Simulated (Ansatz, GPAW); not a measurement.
Given: the input of a run of Ansatz 0.2.0 on TiC. The cell is a database's computed one, not the measured one.

File input.yaml:

```yaml
crystal:
  lattice:
    - [0.0, 2.1657188437, 2.1657188437]
    - [2.1657188437, 0.0, 2.1657188437]
    - [2.1657188437, 2.1657188437, 0.0]
  atoms:
    - { symbol: Ti, position: [0.0, 0.0, 0.0] }
    - { symbol: C, position: [0.5, 0.5, 0.5] }
kpoints:
  mp_grid: { grid: [11, 11, 11] }
scf:
  occupations: { method: gaussian, width: 0.012 }
hamiltonian:
  xc: pbe
  pseudopotentials: { kind: all_electron, lapw: { basis_error: 0.001 } }
output:
  forces: true
  stress: true
  eigenvalues: true
```

Potentials or basis: all-electron LAPW, scalar-relativistic.

Run with:

```bash
$ ansatz run input.yaml --threads 1 --pin off --max-ram 3072MiB --backend cpu --events-out ev --progress --plain --runs-dir out
```

**Question.** Set up the same calculation for GPAW 26.7.0 (ASE script). Potentials or basis there: GPAW PAW data sets (gpaw-data 1.2.1), cutoff 800 eV.

**Answer.** As run (cutoffs and basis follow the program's own potentials, and thresholds, step limits or extra output files can differ):

run.py

```python
from ase.dft.bandgap import bandgap
from ase.io import read, write
from ase.units import GPa
from gpaw import GPAW, PW

atoms = read('TiC.xyz')

calc = GPAW(mode=PW(800),
            xc='PBE',
            kpts={'size': (11, 11, 11), 'gamma': True},
            occupations={'name': 'methfessel-paxton', 'order': 0, 'width': 0.012},
            nbands=18,
            convergence={'density': 1e-05, 'energy': 1e-05},
            maxiter=150,
            txt='gpaw.txt')
atoms.calc = calc
energy = atoms.get_potential_energy()
forces = atoms.get_forces()
stress = atoms.get_stress()
calc.write('gs.gpw')
write('result.traj', atoms)
print(f'Energy: {energy:.6f} eV')
print('Forces (eV/A):')
print(forces.round(4))
print('Stress (GPa):', (stress / GPa).round(3))
print('Fermi level:', round(calc.get_fermi_level(), 4), 'eV')
print(f'Gap: {bandgap(calc)[0]:.4f} eV, direct: {bandgap(calc, direct=True)[0]:.4f} eV')
```

The input TiC.xyz:

```xyz
2
Lattice="0.0000000000 2.1657188437 2.1657188437 2.1657188437 0.0000000000 2.1657188437 2.1657188437 2.1657188437 0.0000000000" Properties=species:S:1:pos:R:3 pbc="T T T"
Ti     0.0000000000      0.0000000000      0.0000000000
C      2.1657188437      2.1657188437      2.1657188437
```

Potentials or basis: GPAW PAW data sets (gpaw-data 1.2.1), pw.

Run with:

```console
$ OMP_NUM_THREADS=1 python run.py
```

Both were run:

|  | Ansatz | GPAW |
| --- | --- | --- |
| Pressure | 0.2 GPa | 0.9 GPa |

Where Ansatz's input types no cutoff or centring, it takes its own default and a Γ-centred mesh.

Pressure is positive in compression.
